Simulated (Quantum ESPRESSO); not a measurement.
**BP: phonons with PBE**

The system is BP.

```
CELL_PARAMETERS angstrom
0.00000 2.26900 2.26900
2.26900 0.00000 2.26900
2.26900 2.26900 0.00000
ATOMIC_POSITIONS crystal
P 0.75000 0.75000 0.75000
B 0.00000 0.00000 0.00000
```

```json
{
  "Program": "Quantum ESPRESSO 7.5",
  "Task": "phonons",
  "Functional": "PBE",
  "Potentials or basis": "PseudoDojo 0.4.1 SR PBE standard",
  "Cutoff": "1034 eV",
  "Density cutoff": "4136 eV",
  "k mesh": "8 × 8 × 8, shifted",
  "Occupations": "fermi-dirac, width 0.05 eV",
  "Spin": "no spin polarisation",
  "Target pressure": "50 GPa",
  "Mixing beta": "0.5",
  "Most SCF iterations": "120",
  "SCF threshold": "4e-10 Ry"
}
```

```json
{"Relaxed volume": "9.53 Å³/atom", "Relaxed cell": "a = 2.998 Å, b = 2.998 Å, c = 2.998 Å, α = 60.00°, β = 60.00°, γ = 60.00°", "Space group after relaxing (to 0.05 Å)": "F-43m (No. 216)", "Pressure after relaxing": "50.0 GPa", "Electronic dielectric tensor (diagonal)": "9.12", "Born charges (mean of the diagonal)": "P +1.20; B -1.20 e", "Highest phonon frequency at Γ, LO-TO splitting left out": "981 cm⁻¹", "Static dielectric tensor (diagonal)": "9.60"}
```

The path:
```csv
step,energy change (eV),largest force (eV/Å),pressure (GPa),volume (Å³)
1,0.0000,0.0000,0.98,23.36
2,0.9844,0.0000,70.57,18.00
3,0.5136,0.0000,45.78,19.31
4,0.5839,0.0000,49.75,19.07
5,0.5885,0.0000,50.00,19.06
```

Final structure:
```
P B
1.0
     0.00000    2.12001    2.12001
     2.12001    0.00000    2.12001
     2.12001    2.12001    0.00000
P B
1 1
Cartesian
  3.1800 3.1800 3.1800
  0.0000 0.0000 0.0000
```

Levels at points of the mesh, in eV from the valence-band top:
```tsv
k point	band 1	band 2	band 3	band 4	band 5	band 6	band 7	band 8	band 9
(0.06, 0.06, 0.06)	-17.15	-0.50	0.00	0.00	4.17	4.17	4.28	10.86	12.45
```

Phonon frequencies in cm⁻¹ (negative: imaginary):
```csv
q point,frequencies
"(0.000, 0.000, 0.000)",1 1 1 981 981 981
```

Electronic dielectric tensor:
```
9.12 0.00 0.00
0.00 9.12 0.00
0.00 0.00 9.12
```

Born effective charge tensors (e):
atom 1, P
```
1.20 0.00 0.00
0.00 1.20 0.00
0.00 0.00 1.20
```
atom 2, B
```
-1.20  0.00  0.00
 0.00 -1.20  0.00
 0.00  0.00 -1.20
```

Optical modes at Γ, degenerate ones joined, polar ones without the macroscopic field:
| cm⁻¹ | components | symmetry | active in | IR intensity, summed ((D/Å)²/amu) |
| --- | --- | --- | --- | --- |
| 981 | 3 | T2 | IR and Raman | 12.38 |

Zone-centre frequencies without and with the macroscopic field along z (cm⁻¹):
|  | optical modes in rising order |
| --- | --- |
| without | 981 981 981 |
| with the field | 981 981 1007 |

Static dielectric tensor, electrons and zone-centre modes:
```
9.60 0.00 0.00
0.00 9.60 0.00
0.00 0.00 9.60
```

It took 3.3 min on 1 thread of Arm Neoverse V1, with other jobs on the host, peak memory 0.05 GiB.

Caveat: the volume moved by over 15 % at a fixed basis, so the end points are rough; the cell is more than 3 GPa from zero pressure, which shifts response properties.
